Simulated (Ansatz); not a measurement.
Input of an Ansatz 0.2.0 run:

File input.yaml:

```yaml
crystal:
  lattice:
    - [5.5822227355, 0.0, 0.0]
    - [-2.7911113678, 4.8343466985, 0.0]
    - [0.0, 0.0, 6.08246788]
  atoms:
    - { symbol: Ti, position: [0.46693675, 0.0, 0.3333333333] }
    - { symbol: Ti, position: [0.0, 0.46693675, 0.6666666667] }
    - { symbol: Ti, position: [0.53306325, 0.53306325, 0.0] }
    - { symbol: O, position: [0.58106572, 0.85143318, 0.1206639333] }
    - { symbol: O, position: [0.72963254, 0.14856682, 0.5460027333] }
    - { symbol: O, position: [0.27036746, 0.41893428, 0.7873306] }
    - { symbol: O, position: [0.85143318, 0.58106572, 0.8793360667] }
    - { symbol: O, position: [0.14856682, 0.72963254, 0.4539972667] }
    - { symbol: O, position: [0.41893428, 0.27036746, 0.2126694] }
hamiltonian:
  xc: pbesol
  pseudopotentials: { kind: paw }
  hubbard: { sites: [{ species: Ti, l: d, u_eff: 6.0 }] }
kpoints:
  mp_grid: { grid: [6, 6, 5] }
scf:
  occupations: { method: fermi_dirac, width: 0.05 }
output:
  forces: true
  stress: true
  eigenvalues: true
  write_density: true
  write_potential: true
  elf: true
  volumetric_format: npy
relax:
  f_tol: 0.01
  max_steps: 40
  cell: { stress_tol: 0.05 }
```

Potentials or basis: Ansatz PAW.

Launch:

```console
$ ansatz run input.yaml --threads 4 --pin off --max-ram 11264MiB --backend cpu --events-out ev --progress --plain --runs-dir out
```

Q: Estimate the space group after relaxing (to 0.05 Å).

A: P3_121 (No. 152).

Q: Predict the band gap on the k mesh.

A: 4.05 eV, indirect (least direct gap 4.13 eV).

Q: Estimate the relaxed cell.

A: a = 5.745 Å, b = 5.745 Å, c = 6.303 Å, α = 90.00°, β = 90.00°, γ = 120.00°.

Q: What does it give for the relaxed volume?

A: 20.02 Å³/atom.

Forces in eV/Å, atoms in the order of the input:
```
Ti  -0.002  0.000  0.000
Ti   0.001 -0.001  0.000
Ti   0.001  0.001  0.000
O   -0.002 -0.003  0.001
O   -0.002  0.003 -0.001
O   -0.001  0.003  0.001
O   -0.001 -0.003 -0.001
O    0.003  0.000  0.001
O    0.003  0.000 -0.001
```

Caveat: odd divisions of the mesh miss points on the zone boundary, where band edges often lie, so the gap on the mesh can be too wide; the plane-wave basis is chosen anew once the cell has moved, so the energies of steps on either side of that aren't comparable; the pressure holds a Pulay correction of +0.4 GPa for the finite cutoff; the PAW data sets come from PBE, with cores solved anew for the run's functional, which leaves a small shift of forces and pressure. A k mesh can miss the band edges.
